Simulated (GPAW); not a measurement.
Sn:

```xyz
1
Lattice="-1.8947 1.8947 1.8947 1.8947 -1.8947 1.8947 1.8947 1.8947 -1.8947" Properties=species:S:1:pos:R:3 pbc="T T T"
Sn    0.0000    0.0000    0.0000
```

This isn't the form of Sn at room conditions, which is tetragonal (white tin).

- Program: GPAW 26.7.0
- Task: relaxation of cell and atoms
- Functional: PBEsol
- Potentials or basis: PAW data sets generated in the run's folder for this functional
- Cutoff: 600 eV
- Basis: pw
- k mesh: 10 × 10 × 10
- Occupations: fermi-dirac, width 0.05 eV
- Spin: no spin polarisation

At the start: pressure -2.4 GPa; volume 27.20 Å³/atom.

Q: Where does the relaxation end?

A: Over 4 steps the energy falls by 11.0 meV/atom and the volume is 25.85 Å³/atom (-5.0 %); space group Im-3m (No. 229, to 0.05 Å).

The path:
```
step  energy change (eV)  largest force (eV/Å)  pressure (GPa)  volume (Å³)
   1              0.0000                0.0000           -2.41        27.20
   2             -0.0061                0.0000           -1.66        26.73
   3             -0.0110                0.0000            0.16        25.77
   4             -0.0110                0.0000           -0.01        25.85
```

Final structure:
```
Sn
1.0
    -1.86271    1.86271    1.86271
     1.86271   -1.86271    1.86271
     1.86271    1.86271   -1.86271
Sn
1
Cartesian
  0.0000 0.0000 0.0000
```

Caveat: later steps reuse the first step's grids.
